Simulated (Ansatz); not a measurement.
SiGe (P6_3mc), a vibration from a frozen displacement

Level of theory: DFT r2SCAN, scalar-relativistic, plane waves, PAW in Ansatz 0.2.0. The runs took a 500 eV cutoff, a Γ-centred 12×12×4 mesh and Gaussian smearing (0.05 eV). No spin polarisation. Energies are free energies at this smearing, counted from the undisturbed cell; pressure is positive in compression.

Zero of the scan (relaxed at this level; it needn't be the usual structure):

```
Si Ge
1.0
     3.90438    0.00000    0.00000
    -1.95219    3.38129    0.00000
     0.00000    0.00000    6.45368
Si Ge
2 2
Cartesian
  1.9522 1.1271 5.6435
  0.0000 2.2542 2.4167
  1.9522 1.1271 3.2303
  0.0000 2.2542 0.0034
```

Every Ge atom is moved by x along the Cartesian unit vector (0.000, 0.000, 1.000); the cell and all other atoms stay fixed. The cell's volume is 85.20 Å³; the moved atoms weigh 145.260 u together and the others 56.170 u.

| x (Å) | ΔE (meV/cell) | total force on the moved atoms along the move (eV/Å) | pressure (GPa) |
| --- | --- | --- | --- |
| -0.3000 | 804.96 | 4.2312 | 2.1103 |
| -0.2250 | 502.34 | 3.7934 | 1.3808 |
| -0.1500 | 246.17 | 3.0100 | 0.7550 |
| -0.0750 | 66.29 | 1.7068 | 0.2606 |
| 0.0000 | 0.00 | -0.0028 | -0.0049 |
| 0.0750 | 76.53 | -2.1058 | 0.0657 |
| 0.1500 | 326.49 | -4.6340 | 0.5977 |
| 0.2250 | 781.31 | -7.5536 | 1.6924 |
| 0.2625 | 1093.36 | -9.1466 | 2.4466 |
| 0.3000 | 1469.12 | -10.8524 | 3.4092 |

Q: What frequency belongs to this motion?

A: The force constant is k = −dF/dx = 25.417 eV/Å², from the parabola through x = -0.0750, 0 and 0.0750. In every cell the moved atoms swing against the rest, so the mass is μ = m₁m₂/(m₁ + m₂) = 40.507 u, and ν̃ = 521.5 cm⁻¹ × √(|k|/μ) = 413 cm⁻¹. To first order in x, and within 1 %, the force on every atom lies along the move and, within each of the two groups, in proportion to the atom's mass, so this is itself a mode at the zone centre of this cell, taken without macroscopic field (the transverse frequency in a polar insulator).

Q: How far does the harmonic law reach?

A: At x = -0.300 Å, kx²/2 = 1143.78 meV against the computed 804.96 meV (-29.6 %): the well softens in this direction at large amplitude.

The gap closes along the scan, which can put kinks into the curve.